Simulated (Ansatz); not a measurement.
Relaxed (001) slab cut from Ag (space group P6_3/mmc (No. 194)); the slab's formula is Ag, its outer planes Ag (top) and Ag (bottom):

```
Ag
1.0
     2.93418    0.00000    0.00000
    -1.46709    2.54107    0.00000
     0.00000    0.00000   24.59816
Ag
5
Direct
  0.33333 0.66667 0.30545
  0.66667 0.33333 0.40333
  0.33333 0.66667 0.50000
  0.66667 0.33333 0.59667
  0.33333 0.66667 0.69455
```

Theory: Ansatz 0.2.0, DFT PBE, scalar-relativistic, plane waves, PAW. Settings: cutoff 420 eV, Γ-centred mesh 12×12×1 on the computed 5-atom cell, Gaussian smearing of 0.10 eV; no spin polarisation. A dipole correction removes the field between periodic images along c.

The potential is the smooth part; its values at the atoms depend on the PAW datasets.

**Question.** How does the plane-averaged electrostatic potential energy of an electron run along c, counted from the Fermi level?

**Answer.** z (Å), V (eV) and a bar:
```
     2.73       4.45 ##############################
     3.01       4.45 ##############################
     3.28       4.45 ##############################
     3.55       4.45 ##############################
     3.83       4.45 ##############################
     4.10       4.44 ##############################
     4.37       4.44 ##############################
     4.65       4.42 ##############################
     4.92       4.39 ##############################
     5.19       4.34 ##############################
     5.47       4.22 ##############################
     5.74       4.00 #############################
     6.01       3.54 ############################
     6.29       2.59 ###########################
     6.56       0.40 #######################
     6.83      -4.08 ##############
     7.11      -8.77 ######
     7.38     -11.62 #
     7.65     -11.57 #
     7.93      -8.67 ######
     8.20      -4.05 ##############
     8.47       0.00 ######################
     8.75       1.06 ########################
     9.02      -0.80 ####################
     9.29      -5.26 ############
     9.57      -9.67 ####
     9.84     -11.98
    10.11     -11.35 #
    10.39      -7.98 #######
    10.66      -3.22 ################
    10.93       0.43 #######################
    11.21       0.90 ########################
    11.48      -1.82 ###################
    11.75      -6.51 ##########
    12.03     -10.46 ###
    12.30     -11.94
    12.57     -10.46 ###
    12.85      -6.51 ##########
    13.12      -1.82 ###################
    13.39       0.90 ########################
    13.67       0.43 #######################
    13.94      -3.22 ################
    14.21      -7.98 #######
    14.49     -11.35 #
    14.76     -11.98
    15.03      -9.67 ####
    15.31      -5.26 ############
    15.58      -0.80 ####################
    15.85       1.06 ########################
    16.13       0.00 ######################
    16.40      -4.05 ##############
    16.67      -8.67 ######
    16.95     -11.57 #
    17.22     -11.62 #
    17.49      -8.77 ######
    17.77      -4.08 ##############
    18.04       0.40 #######################
    18.31       2.59 ###########################
    18.59       3.54 ############################
    18.86       4.00 #############################
    19.13       4.22 ##############################
    19.41       4.34 ##############################
    19.68       4.39 ##############################
    19.95       4.42 ##############################
    20.23       4.44 ##############################
    20.50       4.44 ##############################
    20.77       4.45 ##############################
    21.05       4.45 ##############################
    21.32       4.45 ##############################
    21.59       4.45 ##############################
    21.87       4.45 ##############################
```

The vacuum level lies 4.45 eV above the Fermi level.

The reference crystal is a form of Ag, which isn't its usual structure.

Cost: 1 run of about 1 core-minutes, on Intel Xeon Platinum 8259CL (Skylake/Cascade Lake) (shared hosts).